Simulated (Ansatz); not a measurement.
# Si (beta tin type): the cost of one run

Computed with Ansatz 0.2.0 (DFT PBE, with the methods named in each step, unless a step's input says otherwise).

## 1. Starting point

The structure is tetragonal, space group I4_1/amd (No. 141). Conventional cell: a = 4.818 Å, b = 4.818 Å, c = 2.647 Å, α = 90.00°, β = 90.00°, γ = 90.00°. Around Si (site symmetry -4m2) lie 6 Si at 2.50 to 2.65 Å.

Structure file:

```
CELL_PARAMETERS angstrom
-2.40886 2.40886 1.32331
2.40886 -2.40886 1.32331
2.40886 2.40886 -1.32331
ATOMIC_POSITIONS crystal
Si 0.62500 0.87500 0.75000
Si 0.37500 0.12500 0.25000
```

Whether this phase is the stable one at these pressures isn't tested.

Atoms are numbered in the order of the input: Si1, Si2.

## 2. The reference volume, LAPW

input.yaml reads:

```yaml
crystal:
  lattice:
    - [-2.4088618547, 2.4088618547, 1.3233104158]
    - [2.4088618547, -2.4088618547, 1.3233104158]
    - [2.4088618547, 2.4088618547, -1.3233104158]
  atoms:
    - { symbol: Si, position: [-0.375, -0.125, -0.25] }
    - { symbol: Si, position: [0.375, 0.125, 0.25] }
kpoints:
  mp_grid: { grid: [18, 18, 18] }
  band_path:
    path:
      - [0.0, 0.0, 0.0]
      - [0.0, 0.0, 0.5]
      - [-0.5, 0.5, 0.5]
      - [0.0, 0.0, 0.0]
      - [0.3254466015, 0.3254466015, -0.3254466015]
      - [-0.3254466015, 0.6745533985, 0.3254466015]
      - [-0.5, 0.5, 0.5]
      - [0.0, 0.0, 0.5]
      - [0.25, 0.25, 0.25]
    npoints: 14
scf:
  occupations: { method: fermi_dirac, width: 0.1 }
hamiltonian:
  xc: pbe
  pseudopotentials: { kind: all_electron, lapw: { basis_error: 0.001 } }
output:
  forces: true
  stress: true
  eigenvalues: true
  populations: true
  dos: { projected: true, de: 0.2, e_range: [-14, 8] }
```

Run with:

```sh
ansatz run input.yaml --threads 1 --pin off --max-ram 2048MiB --backend cpu --events-out ev --progress --plain --runs-dir out
```

**Question.** How long does this run take on 1 thread of Intel Xeon Platinum 8488C (Sapphire Rapids), shared host, and how much memory does it need?

About 22 s, with a peak of 0.57 GiB.
